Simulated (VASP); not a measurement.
Wanted: the native input for a VASP 6.6.1 run.

- Task: relaxation of cell and atoms
- Functional: PBE
- Dispersion: D3(BJ)
- Potentials or basis: VASP PAW PBE potentials, release 64 (Bi_d)
- Cutoff: 600 eV
- k mesh: 12 × 12 × 12
- Occupations: methfessel-paxton, width 0.1 eV
- Spin: no spin polarisation
- Further INCAR settings: ALGO = Normal; EDIFF = 1e-07; IBRION = 2; EDIFFG = -0.005; NSW = 90; ISIF = 3

The structure of Bi lies in POSCAR:

```
Bi                                      
1.0
    2.2661213161      1.3083457519      3.8845110144
   -2.2661213161      1.3083457519      3.8845110144
    0.0000000000     -2.6166915037      3.8845110144
  Bi            
     2
Direct
     0.2373109763416976    0.2373109763416976    0.2373109763416976
     0.7626890236583023    0.7626890236583023    0.7626890236583023
```

The input as run:

INCAR

```
PREC = Accurate ; ENCUT = 600
EDIFF = 1E-7 ; ISMEAR = 1
SIGMA = 0.1 ; LREAL = F
LASPH = T ; NELM = 80
ALGO = Normal ; ISIF = 3
LWAVE = F ; LCHARG = F
GGA = PE ; IVDW = 12
IBRION = 2 ; NSW = 90
EDIFFG = -0.005
```

KPOINTS

```
Automatic mesh
0
Gamma
  12 12 12
```

Potentials or basis: VASP PAW PBE potentials, release 64 (Bi_d).

Launch:

```bash
$ cat potpaw_PBE.64/Bi_d/POTCAR > POTCAR
$ mpirun -np 1 vasp_std > vasp.out
```

Results of the run:

| Quantity | Value |
| --- | --- |
| Relaxed volume | 34.54 Å³/atom |
| Relaxed cell | a = 4.682 Å, b = 4.682 Å, c = 4.682 Å, α = 57.90°, β = 57.90°, γ = 57.90° |
| Space group after relaxing (to 0.05 Å) | R-3m (No. 166) |
| Energy gained by relaxing | 0.0 meV/atom |
| Ionic steps | 2 |
| Pressure after relaxing | 0.0 GPa |
| Largest force after relaxing | 0.004 eV/Å |
| Band gap on the k mesh | none (metal or under the smearing width) |
| Dispersion energy per atom | -0.462 eV |

Caveat: spin-orbit coupling is left out, which moves the levels of the heavy elements; pairwise dispersion overbinds metals, which lowers pressure and volume.

Wall time 3 min on 1 thread of Intel(R) Xeon(R) 6975P-C (Granite Rapids) (shared host), peak memory 0.43 GiB.
